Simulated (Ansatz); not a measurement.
## Relativity along a family in space group Fd-3m

All-electron LAPW with PBE in Ansatz 0.2.0. Each compound is solved scalar-relativistically and non-relativistic at one fixed cell (conventional cell and sites; prototypes and MP cells are computed structures that needn't be known phases). Gaps are the smallest over the k mesh and a high-symmetry path, and those under 0.4 eV may close elsewhere:

C: a = 3.57 Å, b = 3.57 Å, c = 3.57 Å; C 8b (0.000 0.000 0.500); 13×13×13 mesh, smearing 0.05 eV, diamond type, relaxed by us
Al: a = 6.05 Å, b = 6.05 Å, c = 6.05 Å; Al 8b (0.000 0.000 0.500); 9×9×9 mesh, smearing 0.08 eV, diamond type, relaxed by us
S: a = 5.79 Å, b = 5.79 Å, c = 5.79 Å; S 8b (0.000 0.000 0.500); 12×12×12 mesh, smearing 0.05 eV, diamond type, relaxed by us
Sr: a = 9.62 Å, b = 9.62 Å, c = 9.62 Å; Sr 8b (0.000 0.000 0.500); 11×11×11 mesh, smearing 0.08 eV, diamond type, relaxed by us

| compound | largest Z | P scalar (GPa) | P non-relativistic less P scalar (GPa) | gap scalar (eV) | gap non-relativistic (eV) |
| --- | --- | --- | --- | --- | --- |
| C | 6 | 0.0 | ? | 4.13 | 4.15 |
| Al | 13 | 0.0 | +0.03 | none | none |
| S | 16 | 0.0 | ? | none | none |
| Sr | 38 | 0.0 | -0.02 | none | none |

Q: What belongs in the row "C", column "P non-relativistic less P scalar (GPa)"?

A: +0.17.

Q: Give the missing entry: row "S", column "P non-relativistic less P scalar (GPa)".

A: +0.10.
